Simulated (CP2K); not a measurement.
Write the native input for CP2K 2026.2 that does the following.

```yaml
Task: band structure
Functional: r2SCAN
Potentials_or_basis: POTENTIAL_UZH P GTH-SCAN-q5, B GTH-SCAN-q3; TZVP-MOLOPT-SCAN-GTH basis
Density_cutoff: 9184 eV
k_mesh: 10 × 10 × 10
Occupations: fermi-dirac, width 0.05 eV
Spin: no spin polarisation
SCF_solver: diagonalisation with k points
Quickstep_method: GPW
EPS_DEFAULT: 1.0E-9
EPS_SCF: 1.0E-6
MAX_SCF: 100
SCF_GUESS: ATOMIC
k_points_reduced_by_the_point_group: yes
Mesh_centred_on_Gamma: yes
CHOLESKY: OFF
EPS_EIGVAL: 1.0E-7
MIXING_METHOD: BROYDEN_MIXING
MIXING_ALPHA: 0.4
NBUFFER: 8
NGRIDS: 4
Basis_sets: P TZVP-MOLOPT-SCAN-GTH-q5, B TZVP-MOLOPT-SCAN-GTH-q3
Potentials: P GTH-SCAN-q5 of POTENTIAL_UZH, B GTH-SCAN-q3 of POTENTIAL_UZH
ADDED_MOS: "[10]"
Points_a_segment_of_the_path_NPOINTS: 6
Bands_added_on_the_path: 2
REL_CUTOFF_Ry: 60 Ry
MIXING_BETA_1/bohr: 1.5 1/bohr
CUTOFF_of_the_grids: 675 Ry
```

Crystal: BP.

```
P B
1.0
     3.20885    0.00000    0.00000
     1.60443    2.77895    0.00000
     1.60443    0.92632    2.62002
P B
1 1
Cartesian
  4.8133 2.7789 1.9650
  0.0000 0.0000 0.0000
```

One way to write it, as run:

bp_bands.inp

```
&GLOBAL
  PROJECT bp_bands
  RUN_TYPE ENERGY_FORCE
  PRINT_LEVEL LOW
&END GLOBAL
&FORCE_EVAL
  METHOD QS
  STRESS_TENSOR ANALYTICAL
  &DFT
    BASIS_SET_FILE_NAME BASIS_MOLOPT_UZH
    POTENTIAL_FILE_NAME POTENTIAL_UZH
    &MGRID
      CUTOFF 675
      REL_CUTOFF 60
      NGRIDS 4
    &END MGRID
    &QS
      METHOD GPW
      EPS_DEFAULT 1.0E-9
    &END QS
    &KPOINTS
      SCHEME MONKHORST-PACK 10 10 10
      GAMMA_CENTERED T
      SYMMETRY T
      SYMMETRY_BACKEND SPGLIB
    &END KPOINTS
    &SCF
      SCF_GUESS ATOMIC
      EPS_SCF 1.0E-6
      MAX_SCF 100
      ADDED_MOS 10
      CHOLESKY OFF
      EPS_EIGVAL 1.0E-7
      &DIAGONALIZATION ON
        ALGORITHM STANDARD
      &END DIAGONALIZATION
      &MIXING ON
        METHOD BROYDEN_MIXING
        ALPHA 0.4
        BETA 1.5
        NBUFFER 8
      &END MIXING
      &SMEAR ON
        METHOD FERMI_DIRAC
        ELECTRONIC_TEMPERATURE 580.23
      &END SMEAR
    &END SCF
    &XC
      &XC_FUNCTIONAL
        &MGGA_X_R2SCAN
        &END MGGA_X_R2SCAN
        &MGGA_C_R2SCAN
        &END MGGA_C_R2SCAN
      &END XC_FUNCTIONAL
    &END XC
    &PRINT
      &KPOINTS ON
      &END KPOINTS
      &MULLIKEN ON
      &END MULLIKEN
      &MO ON
        ENERGIES T
        OCCUPATION_NUMBERS T
        &EACH
          QS_SCF 0
        &END EACH
        ADD_LAST NUMERIC
      &END MO
      &BAND_STRUCTURE
        FILE_NAME bands.bs
        ADDED_MOS 2
        &KPOINT_SET
          UNITS B_VECTOR
          NPOINTS 6
          SPECIAL_POINT GAMMA 0.00000000 0.00000000 0.00000000
          SPECIAL_POINT X 0.50000000 0.00000000 0.50000000
          SPECIAL_POINT W 0.50000000 0.25000000 0.75000000
          SPECIAL_POINT K 0.37500000 0.37500000 0.75000000
          SPECIAL_POINT GAMMA 0.00000000 0.00000000 0.00000000
          SPECIAL_POINT L 0.50000000 0.50000000 0.50000000
          SPECIAL_POINT U 0.62500000 0.25000000 0.62500000
          SPECIAL_POINT W 0.50000000 0.25000000 0.75000000
          SPECIAL_POINT L 0.50000000 0.50000000 0.50000000
          SPECIAL_POINT K 0.37500000 0.37500000 0.75000000
        &END KPOINT_SET
        &KPOINT_SET
          UNITS B_VECTOR
          NPOINTS 6
          SPECIAL_POINT U 0.62500000 0.25000000 0.62500000
          SPECIAL_POINT X 0.50000000 0.00000000 0.50000000
        &END KPOINT_SET
      &END BAND_STRUCTURE
    &END PRINT
  &END DFT
  &SUBSYS
    &CELL
      A 3.2088505730 0.0000000000 0.0000000000
      B 1.6044252865 2.7789461132 0.0000000000
      C 1.6044252865 0.9263153711 2.6200155216
      PERIODIC XYZ
    &END CELL
    &COORD
      SCALED
      P   0.7500000000 0.7500000000 0.7500000000
      B   0.0000000000 0.0000000000 0.0000000000
    &END COORD
    &KIND P
      BASIS_SET TZVP-MOLOPT-SCAN-GTH-q5
      POTENTIAL GTH-SCAN-q5
    &END KIND
    &KIND B
      BASIS_SET TZVP-MOLOPT-SCAN-GTH-q3
      POTENTIAL GTH-SCAN-q3
    &END KIND
    &PRINT
      &ATOMIC_COORDINATES ON
      &END ATOMIC_COORDINATES
      &CELL ON
      &END CELL
    &END PRINT
  &END SUBSYS
  &PRINT
    &FORCES ON
    &END FORCES
    &STRESS_TENSOR ON
    &END STRESS_TENSOR
  &END PRINT
&END FORCE_EVAL
```

Potentials or basis: POTENTIAL_UZH P GTH-SCAN-q5, B GTH-SCAN-q3; TZVP-MOLOPT-SCAN-GTH basis.

The run is started by

```bash
$ OMP_NUM_THREADS=1 cp2k.psmp -i bp_bands.inp -o bp_bands.out
```

Results of the run:

| Item | Value |
| --- | --- |
| Pressure | -1.3 GPa |
| Band gap on the k mesh | 1.52 eV, indirect (least direct gap 3.62 eV) |
| Band gap along the path | 1.52 eV, indirect (least direct gap 3.62 eV) |
| Mulliken charges | P +0.04; B -0.04 e |

Caveat: Mulliken charges move with the basis; the basis of atomic orbitals isn't converged, which shifts pressures, moduli and gaps.

Wall time 55 s on 1 thread of Arm Neoverse V2, on a shared host, peak memory 0.27 GiB.
